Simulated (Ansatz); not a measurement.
A relaxed cell of AlN is given with its symmetry left out. The cell was reached from a generator's guess, though it ends in a space group that the Crystallography Open Database lists for this formula.

Level of theory: Ansatz 0.2.0, DFT PBE, scalar-relativistic, plane waves, PAW. Cutoff 420 eV, Γ-centred mesh, Gaussian smearing, no spin polarisation.

```
Al N
1.0
     0.00000    2.03539    2.03539
     2.03539    0.00000    2.03539
     2.03539    2.03539    0.00000
Al N
1 1
Direct
  0.00000 0.00000 0.00000
  0.50000 0.50000 0.50000
```

Energies over the elements count from the elements' standard structures at the same level (N₂ as a molecule), with no fitted energy shifts.

Question: What space group does it have?

Answer: Fm-3m (No. 225), the rock salt type. Conventional cell: a = 4.071 Å. Around Al lie 6 N at 2.04 Å; around N lie 6 Al at 2.04 Å.

Question: How far does it lie from the elements in energy?

Answer: −1.200 eV/atom. It lies below the elements, which doesn't yet make it stable against other compounds or structures.

Question: Is it a metal?

Answer: No, the gap on the 10×10×10 mesh is 4.43 eV.

The last run used a 10×10×10 mesh for its 2-atom cell and Gaussian smearing of 0.02 eV. Kohn–Sham gaps at this level usually fall short of measured ones. A later test with randomly moved atoms came back to the same energy, though modes that don't fit the test's cell weren't probed.
